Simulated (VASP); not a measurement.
A run of VASP 6.6.1:

File INCAR:

```
SYSTEM = H3ClO
PREC = Accurate
ENCUT = 520
EDIFF = 1E-6
ISMEAR = -1
SIGMA = 0.02
LREAL = Auto
LASPH = .True.
NELM = 100
ALGO = Normal
ISIF = 2
LWAVE = .False.
LCHARG = .False.
GGA = PE
IVDW = 12
NBANDS = 58
```

The input KPOINTS:

```
Automatic mesh
0
Gamma
  1 1 1
  0 0 0
```

The input POSCAR:

```
H3ClO
1.0
    7.1433050000      0.0000000000      0.0000000000
    0.0000000000      7.1433050000      0.0000000000
    0.0000000000      0.0000000000      7.1433050000
Cl H O
5 15 5
Direct
   -0.0316800137      0.4825357450      0.9564060333
   -0.0182548554     -0.0863885834      0.8184166853
    0.3755964501      0.4318729216      0.2364171766
    0.7401615919      0.5268849643      0.5718641441
    0.4780560259      0.1809946516      0.7094055203
   -0.0647879378      0.5859892585      1.0950533402
   -0.0502708480     -0.1493986327      0.6411178019
    0.2480084499      0.4172998353      0.0966779383
    0.6404178458      0.6362321082      0.4607391117
    0.5319806448      0.3075887142      0.5898810145
    0.8521545699      0.2630575063      0.3366788902
    0.8180107107      0.0503828410      0.3810981051
    0.5330445781      0.8898822044      0.3643831532
    0.5492695608      0.8002038272      0.1870702707
    0.0921562218      0.7808290420      0.3224837803
    0.1647836681      0.6955463892      0.5114719307
    0.5853872962      0.8874743554      0.9227381443
    0.5094560571      0.7071376625      0.9418469462
    0.1360994666      0.0410314273      0.2512002497
    0.1985915483     -0.0007839508      0.0432852860
    0.9326215246      0.1432950154      0.3935853222
    0.6182152379      0.8032976332      0.3158481963
    0.0532106637      0.7201568462      0.4333288303
    0.4656248053      0.8291680112      0.9648755023
    0.1846624217     -0.0414514010      0.1591140236
```

Potentials or basis: VASP PAW PBE potentials, release 64 (Cl, H, O).

Command:

```sh
$ cat potpaw_PBE.64/Cl/POTCAR potpaw_PBE.64/H/POTCAR potpaw_PBE.64/O/POTCAR > POTCAR
$ mpirun -np 1 vasp_gam > vasp.out
```

Hardware: 1 thread of Intel(R) Xeon(R) Platinum 8259CL CPU @ 2.50GHz (Skylake/Cascade Lake), on a shared host.

**Question.** How long does it take, and how much memory?

**Answer.** Wall time 49 s on 1 thread of Intel(R) Xeon(R) Platinum 8259CL CPU @ 2.50GHz (Skylake/Cascade Lake), on a shared host, peak memory 0.37 GiB. Counts: scf iterations 15, k points 1.
